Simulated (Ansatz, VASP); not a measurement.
# Cross-check of AlN between VASP and Ansatz, part 3 of 3

Wanted: the spread between two codes on one cell, functional and k mesh. The cell is taken from a series of runs on this material, whose earlier steps may have relaxed, scaled, displaced or heated it; both programs get it as it stands.

VASP 6.6.1 and Ansatz 0.2.0.

So far: Set-up; VASP: zone-centre phonons, LDA, pair 1; Ansatz: zone-centre phonons, LDA, pair 1; Comparison; VASP: zone-centre phonons, LDA, pair 2; Ansatz: zone-centre phonons, LDA, pair 2.

**8. VASP: zone-centre phonons, LDA, pair 3**

Level of this step: LDA; plane waves and PAW (N, Al) (VASP).

Second derivatives magnify differences that forces hide, and they need a tight electronic threshold. The cell compared in this pair holds 21.14 Å³, against 20.80 Å³ for the pair before.

INCAR reads:

```
SYSTEM = AlN
PREC = Accurate
ENCUT = 600
EDIFF = 1E-08
NELM = 120
ISMEAR = 0
SIGMA = 0.01
LREAL = .FALSE.
ALGO = Normal
GGA = PW92
NBANDS = 10
LORBIT = 11
LWAVE = .FALSE.
LCHARG = .FALSE.
ISIF = 2
IBRION = 8
LEPSILON = .TRUE.
LASPH = .TRUE.
GGA_COMPAT = .FALSE.
EFERMI = MIDGAP
KPAR = 2
```

POSCAR reads:

```
AlN
1.0
   -0.0394873654      2.1749780925      2.1749780925
    2.1749780925     -0.0394873654      2.1749780925
    2.1749780925      2.1749780925     -0.0394873654
N Al
1 1
Direct
    0.2512258640      0.2512258640      0.2512258640
    0.9987741360      0.9987741360      0.9987741360
```

KPOINTS reads:

```
Automatic mesh
0
Gamma
12 12 12
0 0 0
```

Potentials, in the order of the species: N and Al (LDA family, release 64).

Launch:

```
> mpirun -np 2 vasp_std
```

Numbers of over 12 decimals in the logs are rounded to 6 here.

Log:

```text
[... set-up lines as in an earlier step ...]
 entering main loop
       N       E                     dE             d eps       ncg     rms          rms(c)
DAV:   1     0.113406356969E+02    0.11341E+02   -0.43479E+03  3916   0.761E+02
DAV:   2    -0.179456877516E+02   -0.29286E+02   -0.28016E+02  4584   0.138E+02
DAV:   3    -0.188709158481E+02   -0.92523E+00   -0.92370E+00  4418   0.236E+01
DAV:   4    -0.188749524007E+02   -0.40366E-02   -0.40364E-02  4306   0.186E+00
[...]
DAV:  11    -0.163628677104E+02    0.20736E-05   -0.25784E-06  4250   0.135E-02    0.638E-03
DAV:  12    -0.163628677108E+02   -0.35283E-09   -0.18981E-07  4308   0.344E-03    0.291E-03
DAV:  13    -0.163628677054E+02    0.54110E-08   -0.22242E-08  3872   0.122E-03
   1 F= -.16362868E+02 E0= -.16362868E+02  d E =0.000000E+00
 Linear response reoptimize wavefunctions to high precision
DAV:   1    -0.163628677047E+02    0.67212E-09   -0.17813E-09  3606   0.347E-04
DAV:   2    -0.163628677047E+02    0.34674E-11   -0.38077E-11  2088   0.535E-05
 Linear response G [H, r] |phi>, progress :
  Direction:   1
[...]
first order change of Fermi-energy   0.85892E+00
 force on displaced ion       1 direction 1 : -13.834  -0.327  -0.327
 Born effective charge ion    1 direction 1 :  -2.536   0.007   0.007
 Linear response progress:
  Degree of freedom:   2/  2
       N       E                     dE             d eps       ncg     rms          rms(c)
RMM:   1    -0.589172020519E-02   -0.58917E-02   -0.37380E-03 22658   0.679E-01
RMM:   2    -0.532001370893E-02    0.57171E-03   -0.21107E-04 14674   0.116E-01    0.862E-02
RMM:   3    -0.522376072944E-02    0.96253E-04   -0.54385E-05 15380   0.486E-02    0.467E-02
RMM:   4    -0.523009432717E-02   -0.63336E-05   -0.45102E-05 15314   0.446E-02    0.789E-03
RMM:   5    -0.522940010133E-02    0.69423E-06   -0.50653E-07 15747   0.507E-03    0.244E-03
RMM:   6    -0.522802630583E-02    0.13738E-05   -0.36360E-08 15689   0.221E-03    0.426E-04
RMM:   7    -0.522681502984E-02    0.12113E-05   -0.59287E-08 15896   0.512E-04    0.343E-05
RMM:   8    -0.522681047649E-02    0.45534E-08   -0.23996E-09 16380   0.490E-05    0.212E-05
 first order change of Fermi-energy  -0.85835E+00
 force on displaced ion       2 direction 1 : -13.834  -0.326  -0.326
 Born effective charge ion    2 direction 1 :   2.536  -0.007  -0.007
 Born effective charges drift removed
 Linear response finished
```

OUTCAR, selected parts (step 8):

```text
  Total       -0.8032849     -0.8032849     -0.8032849      0.4244166      0.4244166      0.4244166
  in kB      -60.8860567    -60.8860567    -60.8860567     32.1692278     32.1692278     32.1692278
  external PRESSURE =     -60.8860567 kB  Pullay stress =       0.0000000 kB

 POSITION                                       TOTAL-FORCE (eV/Angst)
 -----------------------------------------------------------------------------------
      1.08290      1.08290      1.08290         0.003066      0.003066      0.003066
      4.30518      4.30518      4.30518        -0.003066     -0.003066     -0.003066
 -----------------------------------------------------------------------------------
    total drift:                               -0.000089     -0.000089     -0.000089

 MACROSCOPIC STATIC DIELECTRIC TENSOR (including local field effects in DFT)
 ------------------------------------------------------
           4.599047    -0.028347    -0.028347
          -0.028347     4.599047    -0.028347
          -0.028347    -0.028347     4.599047
 ------------------------------------------------------

 MACROSCOPIC STATIC DIELECTRIC TENSOR IONIC CONTRIBUTION
 ------------------------------------------------------
           3.984831    -0.115068    -0.115068
          -0.115068     3.984831    -0.115068
          -0.115068    -0.115068     3.984831
 ------------------------------------------------------

[... 1 part as in an earlier step ...]

[... 1 further part left out ...]
```

**9. Ansatz: zone-centre phonons, LDA, pair 3**

The same cell, functional (in two slightly different forms) and mesh now go to Ansatz, which takes its cutoff from its data sets.

The cell is taken from a series of runs on this material, whose earlier steps may have relaxed, scaled, displaced or heated it; both programs get it as it stands.

input.yaml reads:

```yaml
crystal:
  lattice:
    - [-0.0394873654, 2.1749780925, 2.1749780925]
    - [2.1749780925, -0.0394873654, 2.1749780925]
    - [2.1749780925, 2.1749780925, -0.0394873654]
  atoms:
    - { symbol: "N", position: [0.251225864, 0.251225864, 0.251225864] }
    - { symbol: Al, position: [-0.001225864, -0.001225864, -0.001225864] }
kpoints:
  mp_grid: { grid: [12, 12, 12] }
hamiltonian:
  xc: lda
  pseudopotentials: { kind: paw, azcp: { folder: soft_1 }, xc_functional: pbe }
scf:
  occupations: { method: fixed }
output:
  eigenvalues: true
phonons:
  method: dfpt
  dielectric: true
  rigid_motions: translations
```

Launch:

```
> ansatz run input.yaml --threads 4 --pin off --max-ram 10240MiB --backend cpu --events-out ev --progress --plain --runs-dir out
```

Log:

```text
[...]
Crystal: 2 atoms, lattice volume = 21.138 Å³
Basis set: ecut = 420 eV, 411 PW (Γ), exchange–correlation on 48×48×48 points (8 copies of the dense FFT grid, shifted against one another)
Bands: 8, of which v1, the nominal top of the filled ones, is band 4 counted from 1 (3 counted from 0)
Symmetry: 6 space group operations
k-points: 476 of 1728 (irreducible under 2 space group operations, time reversal used)
[...]
optical modes at Γ + LO–TO along q̂ = [1.0000, 0.0000, 0.0000]:
      ω (cm⁻¹)  modes    IR ((D/Å)²/amu)
[...]
optical modes at Γ + LO–TO along q̂ = [0.0000, 1.0000, 0.0000]:
      ω (cm⁻¹)  modes    IR ((D/Å)²/amu)
[...]
871.10      1            16.2556
  optical modes at Γ + LO–TO along q̂ = [0.0000, 0.0000, 1.0000]:
      ω (cm⁻¹)  modes    IR ((D/Å)²/amu)
        626.51      1            16.3582
        641.10      1            16.1805
        871.10      1            16.2556
[key lines of the parts left out:]
SCF converged after 8 iterations
Free energy (F): -889.786040 eV
Fermi energy:    6.667071 eV
```

**10. Side by side**

Compared:

```tsv
quantity	Ansatz	VASP	difference
ε∞ xx	4.60	4.60	+0.11 %
ε∞ yy	4.60	4.60	+0.11 %
ε∞ zz	4.60	4.60	+0.11 %
Born charge of N1 (mean of the diagonal) (e)	-2.55	-2.54	-0.01
Born charge of Al2 (mean of the diagonal) (e)	2.55	2.54	+0.01
optical mode 1 to 2 (cm⁻¹)	626.5	631.2	-0.75 %
optical mode 3 (cm⁻¹)	648.7	653.8	-0.77 %
```

Modes are paired by rising frequency, not by their patterns, so a pair may set unlike modes beside each other; they are those without the splitting of longitudinal modes.

**11. Results**

| Property | Result |
| --- | --- |
| r.m.s. difference of the optical zone-centre modes, each program's sorted by frequency (zone-centre phonons, LDA, pair 1) | 5.3 cm⁻¹ |
| difference in optical mode 1 (zone-centre phonons, LDA, pair 1) | -0.8 % |
| r.m.s. difference of the optical zone-centre modes, each program's sorted by frequency (zone-centre phonons, LDA, pair 2) | 5.0 cm⁻¹ |
| difference in optical mode 3 (zone-centre phonons, LDA, pair 2) | -0.8 % |
| r.m.s. difference of the optical zone-centre modes, each program's sorted by frequency (zone-centre phonons, LDA, pair 3) | 4.8 cm⁻¹ |
| difference in optical mode 3 (zone-centre phonons, LDA, pair 3) | -0.8 % |

In words: The r.m.s. difference of the optical zone-centre modes, each program's sorted by frequency is 5.3 cm⁻¹ (zone-centre phonons, LDA, pair 1). Among the rows given in per cent, the largest difference of the zone-centre phonons, LDA, pair 1 pair is in optical mode 1, -0.8 %. Among the rows given in per cent, the largest difference of the zone-centre phonons, LDA, pair 2 pair is in optical mode 3, -0.8 %. Among the rows given in per cent, the largest difference of the zone-centre phonons, LDA, pair 3 pair is in optical mode 3, -0.8 %. 1 further run of this series is not shown here. Such differences can come from data sets, numerical settings and the points named under the comparisons, not from the functional's error against experiment.

[Lines on the potential files, build, host, timing and source positions are cut from VASP's logs without a mark.]

[Logs are printed without paths, hosts, clocks, repeated set-up lines and the standing remarks that a program may print on its own settings, such as how far it seeks lower states.]

[Hosts, paths, dates, database ids (printed as entryN), source tags and the programs' standing remarks are cut or masked in the printed files.]
